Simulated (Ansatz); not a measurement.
**Li3N, response to strain**

Consider Li₃N (space group P6/mmm, No. 191; a = 3.610 Å, c = 3.856 Å). Axes: x lies along a and z along c of the hexagonal cell.

Strains are applied to the cell and any free atomic positions relax; under biaxial strain the out-of-plane vector relaxes too.

Level of theory: r2SCAN/PAW in Ansatz (a quantum-chemistry and plane-wave program), no SOC.

Candidates:
(a) biaxial strain +2.33 %, plane normal [001], relaxed out of plane
(b) isotropic strain −1.46 %
(c) biaxial strain −0.83 %, plane normal [001], relaxed out of plane
(d) biaxial strain −4.04 %, plane normal [001], relaxed out of plane
(e) uniaxial strain ε_zz = −4.05 %

For the base:

The band gap comes out as 1.48 eV.

Q: Order them by band gap, lowest first.

A: (a) biaxial strain +2.33 %, plane normal [001], relaxed out of plane (1.42 eV), (d) biaxial strain −4.04 %, plane normal [001], relaxed out of plane (1.48 eV), (c) biaxial strain −0.83 %, plane normal [001], relaxed out of plane (1.50 eV), (b) isotropic strain −1.46 % (1.57 eV), (e) uniaxial strain ε_zz = −4.05 % (1.63 eV)

Whether these cells are dynamically stable was not tested.
